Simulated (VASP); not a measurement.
# SiC (F-43m) under biaxial strain in the (110) plane, part 2 of 2

How do the elastic response and the band edges of SiC follow biaxial strain in the (110) plane?

VASP 6.6.1, plane waves and PAW; the level of theory is named at each step.

So far: Starting point; Relax the crystal, LDA; Strain along the normal, LDA; Band edges, TB-mBJ; Band edges, r2SCAN.

**5. Band edges, r2SCAN (continued)**

Level of this step: r2SCAN; plane waves and PAW (Si, C); cell typed or built by script (VASP).

Parts of OUTCAR (step 5):

```text
  Total       -0.5079585     -0.5079585     -1.0023526      0.8455125      0.0000000      0.0000000
  in kB      -38.7393485    -38.7393485    -76.4442176     64.4828376      0.0000000      0.0000000
  external PRESSURE =     -51.3076382 kB  Pullay stress =       0.0000000 kB

 POSITION                                       TOTAL-FORCE (eV/Angst)
 -----------------------------------------------------------------------------------
      2.15350      2.15350      4.41233        -0.000000     -0.000000      0.018262
      1.07675      1.07675      1.10904         0.000000      0.000000     -0.018262
 -----------------------------------------------------------------------------------
    total drift:                               -0.000053     -0.000053      0.000314

  FREE ENERGIE OF THE ION-ELECTRON SYSTEM (eV)
  ---------------------------------------------------
  free  energy   TOTEN  =       -59.4017784837 eV

  energy  without entropy=      -59.4017784837  energy(sigma->0) =      -59.40177848

[... 2 parts as in an earlier step ...]

[... 1 further part left out ...]
[key lines of the parts left out:]
E-fermi :   8.2453
```

Read from the output:

| Item | Value |
| --- | --- |
| energy(sigma→0) of the program | -59.4018 eV |
| stress, compression positive | 2.57 along [110], -8.98 across it (mean), GPa |

The run ends at a pressure of -5.13 GPa, with forces up to 0.018 eV/Å.

**6. The whole series**

LASPH is off in runs at LDA and on in runs at TB-mBJ and r2SCAN.

Runs beyond LDA use the data sets made with LDA; this shifts their levels slightly, and their total energies have another zero (at TB-mBJ, which has no energy functional, they mean nothing).

The other members went through these steps as far as the tables show, with the same cutoff and, step by step, the same mesh; 41 runs are not shown. The session took 0.56 core hours (wall time by ranks) on a shared machine.

```tsv
in-plane strain (%)	strain along the normal (%)	mean of the two in-plane stresses, tension positive (GPa)	energy above the unstrained row (meV/atom)	gap on the mesh, LDA (eV)
-2.000	0.695	-12.334	15.633	1.013
-1.500	0.506	-9.126	8.814	1.094
-1.000	0.327	-6.000	3.966	1.166
-0.500	0.160	-2.963	1.042	1.232
0	0.000	-0.009	0.000	1.289
0.500	-0.147	2.859	0.805	1.247
1.000	-0.287	5.632	3.408	1.206
1.500	-0.419	8.311	7.760	1.165
2.000	-0.542	10.899	13.816	1.127
```

Slopes at zero strain, from cubics through all rows: strain ratio -0.307, stress over strain 582 GPa.

Band edges at TB-mBJ, counted from the valence-band top at Γ, with one row partly withheld:

```tsv
in-plane strain (%)	gap (eV)	conduction band at Γ (eV)	Δ or X valley along z (eV)	Δ or X valley along x (eV)	lowest conduction level at L, [111] (eV)	lowest conduction level at L, [-111] (eV)	second valence level below the top (eV)	third valence level below the top (eV)
-2.000	2.066	7.301	2.066	2.234	6.747	6.297	0.053	0.291
-1.500	2.146	7.322	2.146	2.262	6.651	6.327	0.036	0.213
-1.000	2.216	?	2.216	2.288	6.553	6.346	0.022	0.140
-0.500	2.280	7.288	2.280	2.313	6.455	6.356	0.009	0.067
0	2.334	7.226	2.334	2.334	6.355	6.355	0.000	0.000
0.500	2.291	7.076	2.318	2.291	6.191	6.281	0.057	0.063
1.000	2.248	6.908	2.299	2.248	6.030	6.201	0.113	0.123
1.500	2.206	6.728	2.274	2.206	5.869	6.113	0.169	0.182
2.000	2.166	6.543	2.248	2.166	5.713	6.021	0.223	0.235
```

Band edges at r2SCAN, counted from the valence-band top at Γ:

```tsv
in-plane strain (%)	gap (eV)	conduction band at Γ (eV)	Δ or X valley along z (eV)	Δ or X valley along x (eV)	lowest conduction level at L, [111] (eV)	lowest conduction level at L, [-111] (eV)	second valence level below the top (eV)	third valence level below the top (eV)
-2.000	1.439	7.157	1.439	1.610	6.583	6.106	0.067	0.303
-1.500	1.521	7.182	1.521	1.640	6.481	6.138	0.046	0.222
-1.000	1.593	7.181	1.593	1.667	6.378	6.159	0.028	0.146
-0.500	1.659	7.150	1.659	1.692	6.274	6.170	0.012	0.070
0	1.715	7.085	1.715	1.715	6.168	6.168	0.000	0.000
0.500	1.670	6.924	1.698	1.670	5.996	6.089	0.057	0.066
1.000	1.626	6.744	1.678	1.626	5.825	6.003	0.112	0.129
1.500	1.581	6.552	1.652	1.581	5.656	5.908	0.169	0.191
2.000	1.540	6.353	1.626	1.540	5.491	5.807	0.223	0.248
```

**7. A fit to the known rows**

The quantity to fit is the conduction level at Γ above the mean of the three top valence levels at TB-mBJ: 7.416, 7.405, 7.313, 7.226, 7.116, 6.987, 6.845, 6.695 eV in the rows shown.

A least-squares parabola through the 8 rows shown, with e the strain in %: E = − 0.04228 e² − 0.1837 e + 7.222 (eV), r.m.s. residual 0.0069 eV.

At e = -1 this predicts 7.3637 eV.

**8. Prediction against calculation**

The calculation gives 7.3722 eV, so the prediction is 0.0085 eV too low, within twice the residual of the fit.

**9. What came out**

```
ratio of normal to in-plane strain                                                                       : -0.307
biaxial modulus                                                                                          : 582 GPa
gap of the unstrained cell, TB-mBJ                                                                       : 2.33 eV
gap of the unstrained cell, r2SCAN                                                                       : 1.72 eV
slope at zero strain of the conduction level at Γ above the mean of the three top valence levels, TB-mBJ : -184 meV per %
error of the predicted row                                                                               : -8.5 meV
```

In words: As a check, the curvature of the energy gives 582 GPa for the same modulus (energy per volume = M × strain²), 0 % from the slope of the stress. The energy also has a linear term worth 0.17 GPa that the stress column lacks, a mark of the finite basis. At TB-mBJ the lowest conduction valley is Δ or X throughout, and the gap runs between 2.07 and 2.33 eV. At r2SCAN the lowest conduction valley is Δ or X throughout, and the gap runs between 1.44 and 1.72 eV. Hole masses are left out throughout, since the top bands are degenerate or cross in many series; of conduction masses, those of the Γ, L and (for Si and Ge under (001) strain) Δ valleys are kept where they change by under an eighth between rows. A measured gap of unstrained SiC is 2.39 eV (arxiv:2009.14696, band gap at cryogenic temperature, temperature not given); the static gaps here belong to the lattice relaxed at LDA. TB-mBJ is a potential fitted for gaps; it has no energy functional, so its total energies and forces mean nothing, and its bands tend to come out too narrow. r2SCAN opens gaps somewhat over GGA but leaves them below measured values as a rule. Spin-orbit coupling is left out at TB-mBJ and r2SCAN, so the valence splittings there lack it. Δ or X levels are the lowest on their line, refined by a parabola unless they lie at X; the gap is read from all points sampled and can differ from the lowest valley by some meV, or by tens of meV where strain moves the valence top off Γ. Temperature, zero-point motion and excitons are left out.

[Lines on the potential files, build, host, timing and source positions are cut from VASP's logs without a mark.]

[Logs are printed without paths, hosts, clocks, repeated set-up lines and the standing remarks that a program may print on its own settings, such as how far it seeks lower states.]

[Hosts, paths, dates, database ids (printed as entryN), source tags and the programs' standing remarks are cut or masked in the printed files.]

[In band tables of VASP the shares of atoms and orbitals are scaled to a sum of 1 inside the atoms' spheres.]
